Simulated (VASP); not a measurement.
# KF (Pm-3m) in VASP: a series of runs, part 2 of 2

VASP 6.6.1.

## 5. Relaxation of cell and atoms, PBE+TS (volume scaled by 0.96)

Contents of INCAR:

```
  PREC = Accurate
  ENCUT = 980
  EDIFF = 1E-6
  ISMEAR = -1
  SIGMA = 0.1
  LREAL = False
  LASPH = True
  NELM = 100
  ALGO = Normal
  ISIF = 3
  LWAVE = False
  LCHARG = False
  GGA = PE
  IVDW = 2
  IBRION = 2
  NSW = 40
  EDIFFG = -0.005
```

Contents of KF.cif:

```cif
data_KF
_cell_length_a 3.21490967
_cell_length_b 3.21490967
_cell_length_c 3.21490967
_cell_angle_alpha 90.00000000
_cell_angle_beta 90.00000000
_cell_angle_gamma 90.00000000
_space_group_name_H-M_alt 'Pm-3m'
_space_group_name_Hall '-P 4 2 3'
_space_group_IT_number 221
loop_
_space_group_symop_operation_xyz
'x,y,z'
'-x,-y,-z'
'-y,x,z'
'y,-x,-z'
'-x,-y,z'
'x,y,-z'
'y,-x,z'
'-y,x,-z'
'x,-y,-z'
'-x,y,z'
'-y,-x,-z'
'y,x,z'
'-x,y,-z'
'x,-y,z'
'y,x,-z'
'-y,-x,z'
'z,x,y'
'-z,-x,-y'
'z,-y,x'
'-z,y,-x'
'z,-x,-y'
'-z,x,y'
'z,y,-x'
'-z,-y,x'
'-z,x,-y'
'z,-x,y'
'-z,-y,-x'
'z,y,x'
'-z,-x,y'
'z,x,-y'
'-z,y,x'
'z,-y,-x'
'y,z,x'
'-y,-z,-x'
'x,z,-y'
'-x,-z,y'
'-y,z,-x'
'y,-z,x'
'-x,z,y'
'x,-z,-y'
'-y,-z,x'
'y,z,-x'
'-x,-z,-y'
'x,z,y'
'y,-z,-x'
'-y,z,x'
'x,-z,y'
'-x,z,-y'
loop_
_atom_site_label
_atom_site_type_symbol
_atom_site_symmetry_multiplicity
_atom_site_Wyckoff_symbol
_atom_site_fract_x
_atom_site_fract_y
_atom_site_fract_z
_atom_site_occupancy
K1 K 1 a 0.0000000000 0.0000000000 0.0000000000 1
F1 F 1 b 0.5000000000 0.5000000000 0.5000000000 1
```

Contents of KPOINTS:

```
regular mesh
0
Gamma
  8 8 8
```

Contents of POSCAR:

```
K  F 
 1.0000000000000000
     3.2149096699999999    0.0000000000000000    0.0000000000000000
     0.0000000000000000    3.2149096699999999    0.0000000000000000
     0.0000000000000000    0.0000000000000000    3.2149096699999999
 K   F  
   1   1
Cartesian
  0.0000000000000000  0.0000000000000000  0.0000000000000000
  1.6074548349999997  1.6074548349999997  1.6074548349999997
```

Potentials or basis: VASP PAW PBE potentials, release 64 (K_sv, F_h).

Run with:

```
$ ase convert -i cif -o vasp KF.cif POSCAR
$ cat potpaw_PBE.64/K_sv/POTCAR potpaw_PBE.64/F_h/POTCAR > POTCAR
$ mpirun -np 1 vasp_std > vasp.out
```

Wall time 1.9 min (1 thread of AMD EPYC 9R45 (Zen 5), shared host); peak memory 0.23 GiB.

The run converged. Its results:

```
Free energy                            : -11.8049 eV
Relaxed volume                         : 10.80 Å³/atom
Relaxed cell                           : a = 2.785 Å, b = 2.785 Å, c = 2.785 Å, α = 90.00°, β = 90.00°, γ = 90.00°
Space group after relaxing (to 0.05 Å) : Pm-3m (No. 221)
Energy gained by relaxing              : 459.3 meV/atom
Ionic steps                            : 8
Pressure after relaxing                : 0.0 GPa
Band gap on the k mesh                 : 8.30 eV, direct
Hirshfeld charges                      : K +0.28; F -0.28 e
Dispersion energy per atom             : -2.499 eV
```

The path:
| step | energy change (eV) | largest force (eV/Å) | pressure (GPa) | volume (Å³) |
| --- | --- | --- | --- | --- |
| 1 | 0.0000 | 0.0000 | -6.51 | 33.23 |
| 2 | -0.1928 | 0.0000 | -10.54 | 30.09 |
| 3 | -0.9130 | 0.0000 | -2.26 | 21.86 |
| 4 | -0.8951 | 0.0000 | 11.80 | 20.53 |
| 5 | -0.9180 | 0.0000 | -0.39 | 21.63 |
| 6 | -0.9199 | 0.0000 | 1.40 | 21.43 |
| 7 | -0.9116 | 0.0000 | -2.65 | 21.91 |
| 8 | -0.9185 | 0.0000 | -0.03 | 21.59 |

Final structure:
```
K F
1.0
     2.78469    0.00000    0.00000
     0.00000    2.78469    0.00000
     0.00000    0.00000    2.78469
K F
1 1
Cartesian
  0.0000 0.0000 2.7847
  1.3923 1.3923 1.3923
```

Levels at points of the mesh, in eV from the valence-band top:
```tsv
k point	band 4	band 5	band 6	band 7	band 8	band 9	band 10	band 11	band 12
(0.00, 0.00, 0.00)	-8.67	-8.67	0.00	0.00	0.00	8.30	8.30	10.79	16.81
(0.50, 0.00, 0.00)	-8.17	-8.17	-2.18	-0.63	-0.63	9.84	12.67	14.99	14.99
(0.50, 0.50, 0.00)	-11.04	-7.90	-0.64	-0.64	-0.24	9.58	10.46	13.58	13.58
(0.50, 0.50, 0.50)	-10.15	-10.15	-2.49	-2.49	-2.49	12.78	12.78	12.78	19.82
```

## 6. Single point, PBE

Contents of INCAR:

```
PREC = Accurate
ENCUT = 500
EDIFF = 1E-7
ISMEAR = 0
SIGMA = 0.02
LREAL = F
LASPH = T
NELM = 60
ALGO = Normal
ISIF = 2
LWAVE = F
LCHARG = F
GGA = PE
```

Contents of KPOINTS:

```
Automatic mesh
0
Gamma
  5 5 5
```

Contents of POSCAR:

```
KF
1.0
    3.2589550000      0.0000000000      0.0000000000
    0.0000000000      3.2589550000      0.0000000000
    0.0000000000      0.0000000000      3.2589550000
K F
1 1
Direct
    0.0000000000      0.0000000000      0.0000000000
    0.5000000000      0.5000000000      0.5000000000
```

Potentials or basis: VASP PAW PBE potentials, release 64 (K_sv_GW, F_GW).

Run with:

```
$ cat potpaw_PBE.64/K_sv_GW/POTCAR potpaw_PBE.64/F_GW/POTCAR > POTCAR
$ mpirun -np 1 vasp_std > vasp.out
```

It took 7.6 s on 1 thread of Intel Xeon Platinum 8259CL at 2.50GHz (Skylake/Cascade Lake), shared host; peak memory 0.13 GiB.

It converged, with:

* Free energy: -10.5747 eV
* Band gap on the k mesh: 6.30 eV, indirect (least direct gap 6.32 eV)

Levels at points of the mesh, in eV from the valence-band top:
| k point | band 5 | band 6 | band 7 | band 8 | band 9 | band 10 | band 11 | band 12 |
| --- | --- | --- | --- | --- | --- | --- | --- | --- |
| (0.00, 0.00, 0.00) | -10.01 | -0.03 | -0.03 | -0.03 | 6.30 | 8.33 | 8.33 | 13.67 |

Caveat: the cutoff is under 1.25 times the usual one of these potentials, so pressure, stress and relaxed cells hold a basis-set (Pulay) error; an odd mesh through Γ misses points on the zone boundary, where band edges often lie.

## 7. The reference run

An earlier run on the cell as given: functional PBE; potentials or basis VASP PAW PBE potentials, release 64 (K_sv, F); cutoff 520 eV; k mesh 8 × 8 × 8; occupations fermi-dirac, width 0.05 eV; no spin polarisation.

* Pressure: 0.0 GPa
* Band gap on the k mesh: 6.26 eV, indirect (least direct gap 6.31 eV)

## 8. Summary

```csv
task,level,potentials or basis,spin,cell,k mesh,cutoff (eV),smearing,grid for exact exchange (PRECFOCK),exchange at q = 0,mesh quality,gap on the mesh (eV),pressure (GPa)
single point,PBE,"VASP PAW PBE potentials, release 64 (K_sv_GW, F_GW)",off,as given,8 × 8 × 8,550,gaussian 0.1 eV,-,-,not flagged,6.27,-
single point,B3LYP+D3,"VASP PAW PBE potentials, release 54 (K_sv, F)","non-collinear, ferromagnetic start",as given,4 × 4 × 4,520,fermi-dirac 0.05 eV,Fast,truncated,coarse,8.58,-0.6
relaxation of cell and atoms,PBE+TS,"VASP PAW PBE potentials, release 64 (K_sv, F_h)",off,relaxed from: volume scaled by 0.96,8 × 8 × 8,980,fermi-dirac 0.1 eV,-,-,not flagged,8.30,0.0
single point,PBE,"VASP PAW PBE potentials, release 64 (K_sv_GW, F_GW)",off,as given,5 × 5 × 5,500,gaussian 0.02 eV,-,-,not flagged,6.30,-
single point,PBE,"VASP PAW PBE potentials, release 64 (K_sv, F)",off,as given,8 × 8 × 8,520,fermi-dirac 0.05 eV,-,-,not flagged,6.26,0.0
```

Caveats: some runs use coarse meshes; the cutoff is under 1.25 times the usual one of these potentials, so pressure, stress and relaxed cells hold a basis-set (Pulay) error (some runs); the PAW data sets were made with another functional, which shifts forces and pressure a little (some runs); an odd mesh through Γ misses points on the zone boundary, where band edges often lie (some runs).

Absolute energies hang on the potentials; compare differences alone.
